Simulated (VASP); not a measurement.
Crystal: TePb.

```xyz
2
Lattice="0.0000 3.2310 3.2310 3.2310 0.0000 3.2310 3.2310 3.2310 0.0000" Properties=species:S:1:pos:R:3 pbc="T T T"
Pb    0.0000    0.0000    0.0000
Te    3.2310    3.2310    3.2310
```

| Quantity | Value |
| --- | --- |
| Program | VASP 6.6.1 |
| Task | single point |
| Functional | PBE |
| Potentials or basis | VASP PAW PBE potentials, release 64 (Pb_d, Te) |
| Cutoff | 900 eV |
| k mesh | 10 × 10 × 10 |
| Occupations | gaussian, width 0.05 eV |
| Spin | no spin polarisation |

On this cell: pressure 2.1 GPa; largest force zero by symmetry; band gap on the k mesh 0.74 eV, direct.

The same run follows on a disturbed copy (grid = ENCUT=900 k=10x10x10 ISMEAR=0 SIGMA=0.05 PREC=Accurate EDIFF=1e-08 LREAL=False ADDGRID=False LASPH=True; atoms moved at random, drawn with an rms of 0.1 Å):

```
Pb Te
1.0
     0.00000    3.23100    3.23100
     3.23100    0.00000    3.23100
     3.23100    3.23100    0.00000
Pb Te
1 1
Direct
  0.99315 0.00057 0.99432
  0.52795 0.46909 0.52082
```

Question: What changes?

Answer: The energy moves by +9.5 meV/atom; pressure 2.6 GPa; largest force 0.248 eV/Å; band gap on the k mesh 0.90 eV, direct.

Forces in eV/Å, atoms in the order of the input:
```
Pb  -0.015  0.247  0.010
Te   0.015 -0.247 -0.010
```

Stress tensor (GPa, compression positive):
```
 2.10 -0.02  0.00
-0.02  3.65  0.01
 0.00  0.01  2.10
```

Caveats: spin-orbit coupling is left out, which as a rule narrows the gap of such compounds by several tenths of an eV.

A k mesh can miss the band edges.
